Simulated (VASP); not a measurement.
Computed with r2SCAN meta-GGA, VASP's PBE PAW potentials (set 64) (plane waves; VASP).

Input for VASP

**KPOINTS**
```
Automatic
0
Gamma
9 9 9
0 0 0
```

**KPOINTS_OPT**
```
k-points along high-symmetry lines
10
Line-mode
Reciprocal
  0.000000   0.000000   0.000000 ! GAMMA
  0.500000   0.000000   0.500000 ! X

  0.500000   0.000000   0.500000 ! X
  0.625000   0.250000   0.625000 ! U

  0.375000   0.375000   0.750000 ! K
  0.000000   0.000000   0.000000 ! GAMMA

  0.000000   0.000000   0.000000 ! GAMMA
  0.500000   0.500000   0.500000 ! L

  0.500000   0.500000   0.500000 ! L
  0.500000   0.250000   0.750000 ! W

  0.500000   0.250000   0.750000 ! W
  0.500000   0.000000   0.500000 ! X
```

INCAR:
```
ALGO = Normal
EDIFF = 1E-7
ENCUT = 400
ISIF = 2
ISMEAR = -5
LASPH = .TRUE.
LCHARG = .FALSE.
LMAXMIX = 4
LMIXTAU = .TRUE.
LORBIT = 11
LREAL = .FALSE.
LWAVE = .FALSE.
METAGGA = R2SCAN
NEDOS = 601
NELM = 100
PREC = Accurate
SYSTEM = NaBr
```

File POSCAR:
```
NaBr
1
    0.0000000000     2.9658325252     2.9658325252
    2.9658325252     0.0000000000     2.9658325252
    2.9658325252     2.9658325252     0.0000000000
Na Br
1 1
Direct
  0.0000000000   0.0000000000   0.0000000000
  0.5000000000   0.5000000000   0.5000000000
```

POTCAR, in this order: Na_pv Br (PBE.64 set). Program: vasp_std.

Output of the run:

### OUTCAR
```
 ion  position               nearest neighbor table
   1  0.000  0.000  0.000-
   2  0.500  0.500  0.500-
  LATTYP: Found a face centered cubic cell.
 ALAT       =     5.9316650504
 Subroutine PRICEL returns:
 Original cell was already a primitive cell.
 Subroutine GETGRP returns: Found 48 space group operations
The static configuration has the point symmetry O_h .
The dynamic configuration has the point symmetry O_h .
 Subroutine INISYM returns: Found 48 space group operations
 Subroutine IBZKPT returns following result:
 Found     35 irreducible k-points:

 Following reciprocal coordinates:
            Coordinates               Weight
  0.000000  0.000000  0.000000      1.000000
  0.111111  0.000000  0.000000      8.000000
  0.222222  0.000000  0.000000      8.000000
  0.333333  0.000000  0.000000      8.000000
  0.444444  0.000000  0.000000      8.000000
  0.111111  0.111111  0.000000      6.000000
  0.222222  0.111111  0.000000     24.000000
  0.333333  0.111111  0.000000     24.000000
  0.444444  0.111111  0.000000     24.000000
 -0.444444  0.111111  0.000000     24.000000
 -0.333333  0.111111  0.000000     24.000000
 -0.222222  0.111111  0.000000     24.000000
 -0.111111  0.111111  0.000000     12.000000
  0.222222  0.222222  0.000000      6.000000
  0.333333  0.222222  0.000000     24.000000
  0.444444  0.222222  0.000000     24.000000
 -0.444444  0.222222  0.000000     24.000000
 -0.333333  0.222222  0.000000     24.000000
 -0.222222  0.222222  0.000000     12.000000
  0.333333  0.333333  0.000000      6.000000
  0.444444  0.333333  0.000000     24.000000
 -0.444444  0.333333  0.000000     24.000000
 -0.333333  0.333333  0.000000     12.000000
  0.444444  0.444444  0.000000      6.000000
 -0.444444  0.444444  0.000000     12.000000
  0.333333  0.222222  0.111111     24.000000
  0.444444  0.222222  0.111111     48.000000
 -0.444444  0.222222  0.111111     48.000000
  0.444444  0.333333  0.111111     24.000000
 -0.444444  0.333333  0.111111     48.000000
 -0.333333  0.333333  0.111111     48.000000
 -0.222222  0.333333  0.111111     24.000000
 -0.444444  0.444444  0.111111     24.000000
 -0.333333  0.444444  0.111111     24.000000
 -0.333333  0.444444  0.222222     24.000000
   k-points           NKPTS =     35   k-points in BZ     NKDIM =     35   number of bands    NBANDS=     11
   number of dos      NEDOS =    601   number of ions     NIONS =      2
   total plane-waves  NPLWV =  21952
   dimension x,y,z NGX =    28 NGY =   28 NGZ =   28
   dimension x,y,z NGXF=    56 NGYF=   56 NGZF=   56
   ions per type =               1   1
   PREC   = accura    normal or accurate (medium, high low for compatibility)
   ISTART =      0    job   : 0-new  1-cont  2-samecut
   ICHARG =      2    charge: 1-file 2-atom 10-const
   ISPIN  =      1    spin polarized calculation?
   LNONCOLLINEAR =      F non collinear calculations
   LSORBIT =      F    spin-orbit coupling
   INIWAV =      1    electr: 0-lowe 1-rand  2-diag
   ENCUT  =  400.0 eV  29.40 Ry    5.42 a.u.   6.84  6.84  6.84*2*pi/ulx,y,z
   NELM   =    100;   NELMIN=  2; NELMDL= -5     # of ELM steps
   EDIFF  = 0.1E-06   stopping-criterion for ELM
   LREAL  =      F    real-space projection
   NLSPLINE    = F    spline interpolate recip. space projectors
   LMAXMIX     =    4 max onsite mixed and CHGCAR
   VOSKOWN=      0    Vosko Wilk Nusair interpolation
   EDIFFG = 0.1E-05   stopping-criterion for IOM
   NSW    =      0    number of steps for IOM
   NBLOCK =      1;   KBLOCK =      1    inner block; outer block
   IBRION =     -1    ionic relax: 0-MD 1-quasi-New 2-CG
...
```

OSZICAR:
```
       N       E                     dE             d eps       ncg     rms          rms(c)
DAV:   1     0.685444465875E+02    0.68544E+02   -0.64778E+03   781   0.105E+03
DAV:   2    -0.151764819635E+02   -0.83721E+02   -0.79708E+02   850   0.250E+02
DAV:   3    -0.221277510884E+02   -0.69513E+01   -0.69119E+01   920   0.733E+01
DAV:   4    -0.222657342397E+02   -0.13798E+00   -0.13787E+00   857   0.115E+01
DAV:   5    -0.222678907543E+02   -0.21565E-02   -0.21564E-02   923   0.138E+00    0.159E+00
DAV:   6    -0.202856329553E+02    0.19823E+01   -0.65900E-01   815   0.954E+00    0.146E+00
DAV:   7    -0.202846237789E+02    0.10092E-02   -0.27402E-01   788   0.741E+00    0.392E-01
DAV:   8    -0.204088577342E+02   -0.12423E+00   -0.26954E-01   776   0.585E+00    0.357E-01
DAV:   9    -0.203800461388E+02    0.28812E-01   -0.12566E-01   770   0.421E+00    0.223E-01
DAV:  10    -0.204387637799E+02   -0.58718E-01   -0.44137E-02   770   0.226E+00    0.118E-01
DAV:  11    -0.204480706918E+02   -0.93069E-02   -0.59556E-03   806   0.862E-01    0.683E-02
DAV:  12    -0.204480460316E+02    0.24660E-04   -0.56154E-05   935   0.101E-01    0.763E-02
DAV:  13    -0.204459833386E+02    0.20627E-02   -0.12829E-03   776   0.337E-01    0.503E-02
DAV:  14    -0.204479894171E+02   -0.20061E-02   -0.74561E-04   773   0.343E-01    0.283E-02
DAV:  15    -0.204480314818E+02   -0.42065E-04   -0.23796E-05   878   0.458E-02    0.181E-02
DAV:  16    -0.204480049846E+02    0.26497E-04   -0.12946E-05   779   0.463E-02    0.107E-02
DAV:  17    -0.204480124352E+02   -0.74505E-05   -0.98390E-07   839   0.107E-02    0.658E-03
DAV:  18    -0.204480081829E+02    0.42523E-05   -0.29734E-07   809   0.624E-03    0.323E-03
DAV:  19    -0.204480095318E+02   -0.13489E-05   -0.66318E-07   776   0.771E-03    0.190E-04
DAV:  20    -0.204480061409E+02    0.33909E-05   -0.84319E-08   812   0.341E-03    0.813E-04
DAV:  21    -0.204480074080E+02   -0.12671E-05   -0.37865E-08   628   0.198E-03    0.388E-04
DAV:  22    -0.204480069736E+02    0.43433E-06   -0.99072E-09   394   0.125E-03    0.981E-05
DAV:  23    -0.204480071819E+02   -0.20829E-06   -0.23970E-09   394   0.624E-04    0.350E-05
DAV:  24    -0.204480072631E+02   -0.81128E-07   -0.70672E-10   394   0.395E-04
   1 F= -.20448007E+02 E0= -.20448007E+02  d E =0.000000E+00
       N       E                     dE             ncg
       N       E                     dE             ncg
```

OUTCAR:
```
------------------------ aborting loop because EDIFF is reached ----------------------------------------
  FORCE on cell =-STRESS in cart. coord.  units (eV):
  Direction    XX          YY          ZZ          XY          YZ          ZX
  --------------------------------------------------------------------------------------
  Total       -0.0020795     -0.0020795     -0.0020795      0.0000000     -0.0000000     -0.0000000
  in kB       -0.0638572     -0.0638572     -0.0638572      0.0000000     -0.0000000     -0.0000000
  external PRESSURE =      -0.0638572 kB  Pullay stress =       0.0000000 kB
  volume of cell :       52.18
      direct lattice vectors                 reciprocal lattice vectors
     0.000000000  2.965832525  2.965832525    -0.168586728  0.168586728  0.168586728
     2.965832525  0.000000000  2.965832525     0.168586728 -0.168586728  0.168586728
     2.965832525  2.965832525  0.000000000     0.168586728  0.168586728 -0.168586728
 POSITION                                       TOTAL-FORCE (eV/Angst)
 -----------------------------------------------------------------------------------
      0.00000      0.00000      0.00000         0.000000      0.000000      0.000000
      2.96583      2.96583      2.96583        -0.000000     -0.000000     -0.000000
 -----------------------------------------------------------------------------------
    total drift:                                0.000000      0.000000      0.000000
  FREE ENERGIE OF THE ION-ELECTRON SYSTEM (eV)
  ---------------------------------------------------
  free  energy   TOTEN  =       -20.4480072631 eV

  energy  without entropy=      -20.4480072631  energy(sigma->0) =      -20.44800726

 total charge

# of ion       s       p       d       tot
------------------------------------------
    1        0.036   5.978   0.000   6.013
    2        1.593   3.352   0.002   4.947
--------------------------------------------------
tot          1.629   9.330   0.002  10.960
```
(Selected blocks of OUTCAR.)

The compound is NaBr in the rock salt structure. It was relaxed first.
